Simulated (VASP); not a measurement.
Crystal: BN.

```
CELL_PARAMETERS angstrom
1.25112 0.72234 3.37293
-1.25112 0.72234 3.37293
0.00000 -1.44467 3.37293
ATOMIC_POSITIONS crystal
N 0.66724 0.66724 0.66724
B 0.00033 0.00033 0.00033
```

The cell is a database's computed one.

```yaml
Program: VASP 6.6.1
Task: relaxation of cell and atoms
Functional: AM05
Potentials_or_basis: VASP PAW PBE potentials, release 64 (N, B)
Cutoff: 600 eV
k_mesh: 12 × 12 × 12
Occupations: fermi-dirac, width 0.05 eV
Spin: no spin polarisation
```

At the start: pressure 1.4 GPa; volume 9.14 Å³/atom.

Problem. How do energy, volume and symmetry change on relaxing?

Solution. Over 31 steps the energy falls by 5.6 meV/atom and the volume is 10.51 Å³/atom (+14.9 %); space group R3m (No. 160, to 0.05 Å).

The path:
| step | energy change (eV) | largest force (eV/Å) | pressure (GPa) | volume (Å³) |
| --- | --- | --- | --- | --- |
| 1 | 0.0000 | 0.0040 | 1.36 | 18.29 |
| 2 | -0.0002 | 0.0000 | -1.15 | 18.50 |
| 3 | -0.0005 | 0.0017 | -0.08 | 18.41 |
| 4 | -0.0014 | 0.0009 | -0.10 | 18.51 |
| 5 | -0.0039 | 0.0096 | -0.01 | 18.82 |
| 6 | -0.0074 | 0.0312 | 0.14 | 19.44 |
| 7 | -0.0107 | 0.0854 | 0.45 | 20.68 |
| 8 | -0.0088 | 0.1599 | -2.08 | 21.23 |
| 9 | -0.0111 | 0.0119 | -0.31 | 20.84 |
| 10 | -0.0106 | 0.1004 | 0.87 | 20.90 |
| 11 | -0.0111 | 0.0165 | -0.02 | 20.85 |
| 12 | -0.0111 | 0.0134 | 0.31 | 20.85 |
| 13 | -0.0111 | 0.0029 | 0.13 | 20.85 |
| 14 | -0.0111 | 0.0202 | -0.12 | 20.89 |
| 15 | -0.0111 | 0.0068 | 0.02 | 20.87 |
| 16 | -0.0111 | 0.0060 | 0.03 | 20.87 |
| 17 | -0.0111 | 0.0007 | 0.00 | 20.88 |
| 18 | -0.0111 | 0.0168 | -0.14 | 20.91 |
| 19 | -0.0111 | 0.0071 | -0.06 | 20.89 |
| 20 | -0.0111 | 0.0080 | -0.05 | 20.90 |
| 21 | -0.0111 | 0.0107 | -0.03 | 20.90 |
| 22 | -0.0111 | 0.0161 | 0.01 | 20.92 |
| 23 | -0.0112 | 0.0130 | 0.04 | 20.92 |
| 24 | -0.0112 | 0.0037 | 0.08 | 20.93 |
| 25 | -0.0112 | 0.0150 | 0.18 | 20.95 |
| 26 | -0.0112 | 0.0024 | 0.12 | 20.94 |
| 27 | -0.0112 | 0.0060 | 0.05 | 20.95 |
| 28 | -0.0112 | 0.0095 | -0.02 | 20.97 |
| 29 | -0.0112 | 0.0080 | -0.04 | 20.98 |
| 30 | -0.0112 | 0.0038 | -0.12 | 21.01 |
| 31 | -0.0112 | 0.0011 | -0.03 | 21.02 |

Final structure:
```
N B
1.0
     1.25279    0.72330    3.86573
    -1.25279    0.72330    3.86573
     0.00000   -1.44660    3.86573
N B
1 1
Direct
  0.66713 0.66713 0.66713
  0.00044 0.00044 0.00044
```

Caveat: the PAW data sets were made with another functional, which shifts forces and pressure a little.
